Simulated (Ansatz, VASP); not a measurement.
One calculation of InPd, two programs

Contents of INCAR:

```
SYSTEM = InPd
PREC     = Accurate       ! precision mode
ENCUT    = 520            ! plane-wave cutoff, eV
EDIFF    = 1E-8           ! SCF threshold, eV
ISMEAR   = -1             ! smearing method
SIGMA    = 0.03           ! smearing width, eV
LREAL    = .FALSE.        ! projectors in reciprocal space
LASPH    = .TRUE.         ! aspherical terms in the spheres
NELM     = 80             ! most SCF steps
ALGO     = Normal         ! electronic algorithm
ISIF     = 2              ! what is computed and relaxed
LWAVE    = .FALSE.        ! write WAVECAR
LCHARG   = .FALSE.        ! write CHGCAR
LEFG     = .TRUE.       
NBANDS   = 18             ! bands
```

The input KPOINTS:

```
Automatic mesh
0
G
  13 13 13
  0 0 0
```

The input POSCAR:

```
InPd
1.0
    3.2718847800      0.0000000000      0.0000000000
    0.0000000000      3.2718847800      0.0000000000
    0.0000000000      0.0000000000      3.2718847800
In Pd
1 1
Direct
    0.0000000000      0.0000000000      0.0000000000
    0.5000000000      0.5000000000      0.5000000000
```

Input for Ansatz:

```yaml
crystal:
  lattice:
    - [3.27188478, 0.0, 0.0]
    - [0.0, 3.27188478, 0.0]
    - [0.0, 0.0, 3.27188478]
  atoms:
    - { symbol: In, position: [0.0, 0.0, 0.0] }
    - { symbol: Pd, position: [0.5, 0.5, 0.5] }
kpoints:
  mp_grid: { grid: [13, 13, 13] }
  band_path:
    path:
      - [0.0, 0.0, 0.0]
      - [0.0, 0.5, 0.0]
      - [0.5, 0.5, 0.0]
      - [0.0, 0.0, 0.0]
      - [0.5, 0.5, 0.5]
      - [0.0, 0.5, 0.0]
      - [0.5, 0.5, 0.5]
      - [0.5, 0.5, 0.0]
    npoints: 8
scf:
  occupations: { method: fermi_dirac, width: 0.03 }
hamiltonian:
  xc: lda
  pseudopotentials: { kind: all_electron, datasets: crystal }
output:
  forces: true
  stress: true
  eigenvalues: true
  efg: { contact_densities: true }
```

Alike in both runs: task electric field gradients; functional LDA; k mesh 13 × 13 × 13; occupations fermi-dirac, width 0.03 eV; no spin polarisation.

|  | VASP | Ansatz |
| --- | --- | --- |
| version | VASP 6.6.1 | Ansatz 0.2.0 |
| potentials or method | VASP PAW LDA potentials, release 64 (In_d, Pd) | all-electron PAW with datasets made for the crystal, scalar-relativistic |
| plane-wave cutoff (eV) | 520 | see its input |

Ansatz gave:

| Item | Value |
| --- | --- |
| pressure (GPa) | -6.9 |
| Vzz of the field gradient on the site that differs most (V/Å²) | 0.0 |

**Question.** Which values does VASP return?

**Answer.** Pressure (GPa): -6.6; Vzz of the field gradient on the site that differs most (V/Å²): 0.0.

Ansatz ran all-electron here, so the differences hold the error of VASP's frozen core and of both bases. Ansatz warned: «gradients_without_spin_orbit».
